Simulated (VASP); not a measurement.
# Pb (P6_3/mmc) in VASP: further runs

One crystal, Pb, is run at these levels: PBEsol; tasks: single point.

All numbers are computed with VASP 6.6.1; they aren't measurements. Logs are shortened: lines on timing, memory, paths and dates and some standing lists are left out, and cuts for length are marked.

### 1 The structure

It takes space group P6_3/mmc (No. 194, hexagonal). Conventional cell: a = 3.480 Å, b = 3.480 Å, c = 5.590 Å, α = 90.00°, β = 90.00°, γ = 120.00°. Around Pb (site symmetry -6m2) lie 12 Pb at 3.44 to 3.48 Å.

This isn't the form of Pb at room conditions, which is fcc.

### 2 Single point, PBEsol

Input file INCAR:

```
PREC = Accurate
ENCUT = 250
EDIFF = 1E-6
ISMEAR = -1
SIGMA = 0.2
LREAL = False
LASPH = True
NELM = 100
ALGO = Normal
ISIF = 2
LWAVE = False
LCHARG = False
GGA = PS
ADDGRID = False
```

Input file KPOINTS:

```
regular mesh
0
Gamma
  19 19 10
```

Input file POSCAR:

```
Pb
1.0
    3.4800000000      0.0000000000      0.0000000000
   -1.7400000000      3.0137684052      0.0000000000
    0.0000000000      0.0000000000      5.5900000000
Pb
2
Direct
    0.6666666667      0.3333333333      0.7500000000
    0.3333333333      0.6666666667      0.2500000000
```

Potentials or basis: VASP PAW PBE potentials, release 64 (Pb_d).

Command:

```console
cat potpaw_PBE.64/Pb_d/POTCAR > POTCAR
mpirun -np 1 vasp_std > vasp.out
```

OUTCAR:

```text
PREC = Accurate
   ENCUT = 250
   EDIFF = 1E-6
   ISMEAR = -1
   LREAL = False
   LASPH = True
   NELM = 100
   ISIF = 2
   GGA = PS

 Found    240 irreducible k-points:

 Following reciprocal coordinates:
            Coordinates               Weight
  0.000000  0.000000  0.000000      1.000000
  0.052632  0.000000  0.000000      6.000000
  0.105263  0.000000  0.000000      6.000000
  0.157895  0.000000  0.000000      6.000000
  0.210526 -0.000000  0.000000      6.000000
  0.263158  0.000000  0.000000      6.000000
   k-points           NKPTS =    240   k-points in BZ     NKDIM =    240   number of bands    NBANDS=     18
   number of dos      NEDOS =    301   number of ions     NIONS =      2
   total plane-waves  NPLWV =   9720
   dimension x,y,z NGX =    18 NGY =   18 NGZ =   30
   dimension x,y,z NGXF=    36 NGYF=   36 NGZF=   60
   ions per type =               2
   NGX,Y,Z   is equivalent  to a cutoff of   8.60,  8.60,  8.92 a.u.
   NGXF,Y,Z  is equivalent  to a cutoff of  17.20, 17.20, 17.84 a.u.
 SYSTEM =  unknown system
   PREC   = accura    normal or accurate (medium, high low for compatibility)
   ISTART =      0    job   : 0-new  1-cont  2-samecut
   ICHARG =      2    charge: 1-file 2-atom 10-const
   ISPIN  =      1    spin polarized calculation?
   LNONCOLLINEAR =      F non collinear calculations
   LSORBIT =      F    spin-orbit coupling
   LASPH  =      T    aspherical Exc in radial PAW
   ENCUT  =  250.0 eV  18.37 Ry    4.29 a.u.   4.49  4.49  7.21*2*pi/ulx,y,z
   NELM   =    100;   NELMIN=  2; NELMDL= -5     # of ELM steps
   EDIFF  = 0.1E-05   stopping-criterion for ELM
   LREAL  =      F    real-space projection
   EDIFFG = 0.1E-04   stopping-criterion for IOM
   NSW    =      0    number of steps for IOM
   IBRION =     -1    ionic relax: 0-MD 1-quasi-New 2-CG
   NFREE  =      0    steps in history (QN), initial steepest desc. (CG)
   ISIF   =      2    stress and relaxation
   ISYM   =      2    0-nonsym 1-usesym 2-fastsym
   POTIM  = 0.5000    time-step for ionic-motion
   TEBEG  =    0.0;   TEEND  =   0.0 temperature during run
   PSTRESS=    0.0 pullay stress
   NELECT =      28.0000    total number of electrons
   NUPDOWN=      -1.0000    fix difference up-down
   EMIN   =  10.00;   EMAX   =-10.00  energy-range for DOS
   EFERMI =   0.00;   METHOD = LEGACY
   ISMEAR =    -1;   SIGMA  =   0.20  broadening in eV -4-tet -1-fermi 0-gaus
   EFERMI_NEDOS =   21; number of points for ismear=-14 and -15
   IALGO  =     38    algorithm
   IMIX   =      4    mixing-type and parameters
     AMIX     =   0.40;   BMIX     =  1.00
     AMIX_MAG =   1.60;   BMIX_MAG =  1.00
  volume/ion in A,a.u.               =      29.31       197.82
  Fermi-wavevector in a.u.,A,eV,Ry     =   1.279658  2.418203 22.279870  1.637524
  Thomas-Fermi vector in A             =   2.412131
   LORBIT       =      0    0 simple, 1 ext, 2 COOP (PROOUT), +10 PAW based schemes
   GGA     = PS    functional components
   LHFCALC =     F    Hartree Fock is set to
   AEXX    =    0.0000 exact exchange contribution
   IVDW    =     0    specifies the selected vdW correction
   LEPSILON=     F    determine dielectric tensor
   LRPA    =     F    only Hartree local field effects (RPA)
 non-spin polarized calculation
  energy-cutoff  :      250.00
  volume of cell :       58.63
 maximum number of plane-waves:       544
 NGX is ok and might be reduce to    18
   NGX =  9   NGY =  9   NGZ = 15

 number of electron      27.9999963 magnetization

 Free energy of the ion-electron system (eV)
  ---------------------------------------------------
  ext. energy  EPLUGINS =         0.00000000
  ---------------------------------------------------
  free energy    TOTEN  =        -8.04143585 eV

  energy without entropy =       -7.89953780  energy(sigma->0) =       -7.97048683

 E-fermi :   7.4436     XC(G=0): -10.5072

 val. band max:        7.4433152901   @ k =   0.3684   0.0526   0.2000
 cond. band min:       7.4518768804   @ k =   0.3158   0.2105   0.5000
 fundamental gap:      0.0085615904
 Fermi energy:         7.4436110086

 k-point     1 :       0.0000    0.0000    0.0000
  band No.  band energies     occupation
      1      -9.5510      2.00000
      2      -9.5003      2.00000
      3      -9.4861      2.00000
      4      -9.4861      2.00000
      5      -9.4609      2.00000
      6      -9.4609      2.00000
[... 10 lines left out ...]
     17      14.9457      0.00000
     18      15.6153      0.00000

 k-point     2 :       0.0526    0.0000    0.0000
  band No.  band energies     occupation
      1      -9.5482      2.00000
      2      -9.5069      2.00000
      3      -9.4790      2.00000
      4      -9.4768      2.00000
      5      -9.4595      2.00000
      6      -9.4540      2.00000
[... 10 lines left out ...]
     17      15.0568      0.00000
     18      15.5613      0.00000

 k-point     3 :       0.1053    0.0000    0.0000
  band No.  band energies     occupation
      1      -9.5476      2.00000
      2      -9.5110      2.00000
      3      -9.4640      2.00000
      4      -9.4585      2.00000
      5      -9.4500      2.00000
      6      -9.4341      2.00000
[... 10 lines left out ...]
     17      15.1718      0.00000
     18      15.3330      0.00000

 k-point     4 :       0.1579    0.0000    0.0000
  band No.  band energies     occupation
      1      -9.5622      2.00000
      2      -9.4997      2.00000
      3      -9.4610      2.00000
      4      -9.4489      2.00000
      5      -9.4425      2.00000
      6      -9.4269      2.00000
[... 10 lines left out ...]
     17      14.7880      0.00000
     18      15.0615      0.00000

 k-point     5 :       0.2105   -0.0000    0.0000
  band No.  band energies     occupation
      1      -9.5848      2.00000
      2      -9.4895      2.00000
      3      -9.4703      2.00000
      4      -9.4568      2.00000
      5      -9.4524      2.00000
      6      -9.3873      2.00000
[... 10 lines left out ...]
     17      13.9302      0.00000
     18      14.7470      0.00000

 k-point     6 :       0.2632    0.0000    0.0000
  band No.  band energies     occupation
      1      -9.6092      2.00000
      2      -9.4955      2.00000
      3      -9.4918      2.00000
      4      -9.4716      2.00000
      5      -9.4313      2.00000
      6      -9.3441      2.00000
[... 10 lines left out ...]
     17      12.9167      0.00000
     18      14.3455      0.00000

 [... further k-points ...]

------------------------ aborting loop because EDIFF is reached ----------------------------------------

  FORCE on cell =-STRESS in cart. coord.  units (eV):
  Direction    XX          YY          ZZ          XY          YZ          ZX
  --------------------------------------------------------------------------------------
  -------------------------------------------------------------------------------------
  Total        0.1634940      0.1634940      0.7568846      0.0000000      0.0000000      0.0000000
  in kB        4.4679839      4.4679839     20.6842273      0.0000000      0.0000000      0.0000000
  external PRESSURE =       9.8733984 kB  Pullay stress =       0.0000000 kB

 VOLUME and BASIS-vectors are now :
 -----------------------------------------------------------------------------
  energy-cutoff  :      250.00
  volume of cell :       58.63
      direct lattice vectors                 reciprocal lattice vectors
     3.480000000  0.000000000  0.000000000     0.287356322  0.165905250  0.000000000
    -1.740000000  3.013768405  0.000000000     0.000000000  0.331810500  0.000000000
     0.000000000  0.000000000  5.590000000     0.000000000  0.000000000  0.178890877

 POSITION                                       TOTAL-FORCE (eV/Angst)
 -----------------------------------------------------------------------------------
      1.74000      1.00459      4.19250         0.000000     -0.000000      0.000000
     -0.00000      2.00918      1.39750        -0.000000      0.000000      0.000000
 -----------------------------------------------------------------------------------
    total drift:                               -0.000000      0.000000      0.000000

  FREE ENERGIE OF THE ION-ELECTRON SYSTEM (eV)
  ---------------------------------------------------
  free  energy   TOTEN  =        -8.0414358510 eV

  energy  without entropy=       -7.8995378035  energy(sigma->0) =       -7.97048683
```

Wall time 23 s (1 thread of Intel Xeon 6975P-C (Granite Rapids), shared host); peak memory 0.18 GiB.

These settings aren't checked as converged: the numbers below hold their error.

What came out:

```
Free energy            : -8.0414 eV
Band gap on the k mesh : none (metal or under the smearing width)
```

Caveat: the cutoff is under 1.25 times the usual one of these potentials, so pressure, stress and relaxed cells hold a basis-set (Pulay) error; the PAW data sets were made with another functional, which shifts forces and pressure a little.

### 3 Single point, PBEsol

INCAR is that of step 2.

KPOINTS is that of step 2.

Input file POSCAR:

```
Pb
1.0
    3.4800000000      0.0000000000      0.0000000000
   -1.7400000000      3.0137684052      0.0000000000
    0.0000000000      0.0000000000      5.5900000000
Pb
2
Direct
    0.6916670000      0.3496840000      0.7502860000
    0.3559200000      0.6835750000      0.2530120000
```

Potentials or basis: VASP PAW PBE potentials, release 64 (Pb_d).

Command:

```console
cat potpaw_PBE.64/Pb_d/POTCAR > POTCAR
mpirun -np 1 vasp_std > vasp.out
```

OUTCAR:

```text
PREC = Accurate
   ENCUT = 250
   EDIFF = 1E-6
   ISMEAR = -1
   LREAL = False
   LASPH = True
   NELM = 100
   ISIF = 2
   GGA = PS

 Found   1806 irreducible k-points:

 Following reciprocal coordinates:
            Coordinates               Weight
  0.000000  0.000000  0.000000      1.000000
  0.052632  0.000000  0.000000      2.000000
  0.000000  0.052632  0.000000      2.000000
 -0.052632  0.052632  0.000000      2.000000
  0.105263  0.000000  0.000000      2.000000
[... 203 lines left out ...]
------------------------ aborting loop because EDIFF is reached ----------------------------------------

  FORCE on cell =-STRESS in cart. coord.  units (eV):
  Direction    XX          YY          ZZ          XY          YZ          ZX
  --------------------------------------------------------------------------------------
  -------------------------------------------------------------------------------------
  Total        0.1628946      0.1647588      0.7573387      0.0059066      0.0005230     -0.0006741
  in kB        4.4516024      4.5025480     20.6966393      0.1614167      0.0142917     -0.0184216
  external PRESSURE =       9.8835966 kB  Pullay stress =       0.0000000 kB

 VOLUME and BASIS-vectors are now :
 -----------------------------------------------------------------------------
  energy-cutoff  :      250.00
  volume of cell :       58.63
      direct lattice vectors                 reciprocal lattice vectors
     3.480000000  0.000000000  0.000000000     0.287356322  0.165905250  0.000000000
    -1.740000000  3.013768405  0.000000000     0.000000000  0.331810500  0.000000000
     0.000000000  0.000000000  5.590000000     0.000000000  0.000000000  0.178890877

 POSITION                                       TOTAL-FORCE (eV/Angst)
 -----------------------------------------------------------------------------------
      1.79855      1.05387      4.19410        -0.003488      0.000754      0.038815
      0.04918      2.06014      1.41434         0.003488     -0.000754     -0.038815
 -----------------------------------------------------------------------------------
    total drift:                               -0.000005      0.000089     -0.000140

  FREE ENERGIE OF THE ION-ELECTRON SYSTEM (eV)
  ---------------------------------------------------
  free  energy   TOTEN  =        -8.0411748349 eV

  energy  without entropy=       -7.8992852552  energy(sigma->0) =       -7.97023005
```

OSZICAR:

```text
N       E                     dE             d eps       ncg     rms          rms(c)
DAV:   1     0.218527920157E+03    0.21853E+03   -0.10171E+04 65642   0.112E+03
DAV:   2     0.361756357068E+01   -0.21491E+03   -0.21237E+03 65768   0.361E+02
DAV:   3    -0.786755557629E+01   -0.11485E+02   -0.11378E+02 79200   0.102E+02
DAV:   4    -0.807113674515E+01   -0.20358E+00   -0.20316E+00 72796   0.154E+01
DAV:   5    -0.807859665574E+01   -0.74599E-02   -0.74596E-02 75968   0.248E+00    0.853E-01
DAV:   6    -0.805073324309E+01    0.27863E-01   -0.40671E-02 83642   0.273E+00    0.435E-01
DAV:   7    -0.804180734971E+01    0.89259E-02   -0.18925E-02 83462   0.174E+00    0.131E-01
DAV:   8    -0.804117302540E+01    0.63432E-03   -0.74886E-04 70104   0.440E-01    0.895E-03
DAV:   9    -0.804117469220E+01   -0.16668E-05   -0.21502E-05 88862   0.502E-02    0.502E-03
DAV:  10    -0.804117483490E+01   -0.14270E-06   -0.12145E-06 47656   0.110E-02
   1 F= -.80411748E+01 E0= -.79702300E+01  d E =-.141890E+00
```

stdout:

```text
POSCAR found type information on POSCAR Pb
 POSCAR found :  1 types and       2 ions
 scaLAPACK will be used
 -----------------------------------------------------------------------------
|                                                                             |
|                                                                             |
|     You enforced a specific xc type in the INCAR file but a different       |
|     I HOPE YOU KNOW WHAT YOU ARE DOING!                                     |
|                                                                             |
 -----------------------------------------------------------------------------

 LDA part: xc-table for (Slater+PW92), standard interpolation
 POSCAR, INCAR and KPOINTS ok, starting setup
 FFT: planning ... GRIDC
 FFT: planning ... GRID_SOFT
 FFT: planning ... GRID
 WAVECAR not read
 entering main loop
```

It took 2.7 min on 1 thread of Intel Xeon 6975P-C (Granite Rapids), shared host; peak memory 0.58 GiB.

The run converged, but some of its settings lie outside the range that counts as converged, so its numbers aren't taken as properties of the crystal.

What came out:

| Item | Value |
| --- | --- |
| Free energy | -8.0412 eV |
| Largest force | 0.039 eV/Å |
| Band gap on the k mesh | none (metal or under the smearing width) |

Caveat: the cutoff is under 1.25 times the usual one of these potentials, so pressure, stress and relaxed cells hold a basis-set (Pulay) error; the PAW data sets were made with another functional, which shifts forces and pressure a little.
